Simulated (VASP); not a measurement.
Set up this calculation in VASP 6.6.1, as the native input.

- Task: work function
- Functional: PBE
- Potentials or basis: VASP PAW PBE potentials, release 64 (Co)
- Cutoff: 520 eV
- k mesh: 12 × 12 × 1
- Occupations: gaussian, width 0.1 eV
- Spin: collinear spin, ferromagnetic start
- Starting moments: [2.0, 2.0, 2.0, 2.0, 2.0, 2.0, 2.0] μB
- Further INCAR settings: ALGO = Normal; EDIFF = 1e-06

The structure of Co lies in POSCAR:

```
Co
1.0
    2.5070000000      0.0000000000      0.0000000000
    1.2535000000      2.1711256873      0.0000000000
    0.0000000000      0.0000000000     26.2070000000
Co
7
Direct
    0.0000000000      0.0000000000      0.2671042088
    0.6666666667      0.6666666667      0.3447361392
    0.0000000000      0.0000000000      0.4223680696
    0.6666666667      0.6666666667      0.5000000000
    0.0000000000      0.0000000000      0.5776319304
    0.6666666667      0.6666666667      0.6552638608
    0.0000000000      0.0000000000      0.7328957912
```

The slab is cut from a database's or a generator's crystal, which needn't be the stable form of the element.

These files were run (other wordings do the same):

INCAR

```
SYSTEM = Co
ALGO = Normal
EDIFF = 1E-6
ENCUT = 520
GGA = PE
ISIF = 2
ISMEAR = 0
ISPIN = 2
LASPH = .True.
LCHARG = .True.
LELF = .True.
LMAXMIX = 4
LORBIT = 11
LREAL = .False.
LVACPOTAV = .True.
LVHAR = .True.
LWAVE = .False.
MAGMOM = 2 2 2 2 2 2 2
NELM = 100
PREC = Accurate
SIGMA = 0.1
```

KPOINTS

```
k-points
0
Gamma
  12 12 1
  0 0 0
```

Potentials or basis: VASP PAW PBE potentials, release 64 (Co).

Launch:

```console
$ cat potpaw_PBE.64/Co/POTCAR > POTCAR
$ mpirun -np 1 vasp_std > vasp.out
```

It gave:

- Largest force: 0.484 eV/Å
- Band gap on the k mesh: none (metal or under the smearing width)
- Net moment: 11.91 μB per cell
- Site moments: Co +1.78, +1.72, +1.68 μB
- Valence electrons inside the program's atomic spheres: Co 8.08, 8.23

Run time: 7.4 min on 1 thread of AMD EPYC 9R45 96-Core Processor (Zen 5) (shared host), peak memory 0.38 GiB.
